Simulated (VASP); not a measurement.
Wanted: the native input for a VASP 6.6.1 run.

| Item | Value |
| --- | --- |
| Task | single point |
| Functional | PBE |
| Dispersion | D3(BJ) |
| Potentials or basis | VASP PAW PBE potentials, release 64 (Ga_d, P) |
| Cutoff | 520 eV |
| k mesh | 6 × 6 × 6 |
| Occupations | gaussian, width 0.01 eV |
| Spin | no spin polarisation |
| Dipole correction | no |
| Further INCAR settings | ALGO = Fast; EDIFF = 1e-07; NBANDS = 16 |

The structure of GaP lies in POSCAR:

```
GaP
1.0
    0.0000000000      2.7232150916      2.7232150916
    2.7232150916      0.0000000000      2.7232150916
    2.7232150916      2.7232150916      0.0000000000
Ga P
1 1
Direct
    0.0000000000      0.0000000000      0.0000000000
    0.2500000000      0.2500000000      0.2500000000
```

These files were run (other wordings do the same):

INCAR

```
PREC = Accurate
ENCUT = 520
EDIFF = 1E-7
ISMEAR = 0
SIGMA = 0.01
LREAL = F
LASPH = T
NELM = 100
ALGO = Fast
ISIF = 2
LWAVE = F
LCHARG = T
GGA = PE
IVDW = 12
LELF = T
LVHAR = T
NBANDS = 16
```

KPOINTS

```
regular mesh
0
Gamma
  6 6 6
```

Potentials or basis: VASP PAW PBE potentials, release 64 (Ga_d, P).

Launch:

```sh
$ cat potpaw_PBE.64/Ga_d/POTCAR potpaw_PBE.64/P/POTCAR > POTCAR
$ mpirun -np 1 vasp_std > vasp.out
```

Results of the run:

The pressure is 0.0 GPa. The band gap on the k mesh is 1.65 eV, indirect (least direct gap 1.84 eV) and the dispersion energy per atom is -0.317 eV.

Wall time 21 s on 1 thread of Intel(R) Xeon(R) Platinum 8259CL CPU @ 2.50GHz (Skylake/Cascade Lake), on a shared host, peak memory 0.17 GiB.
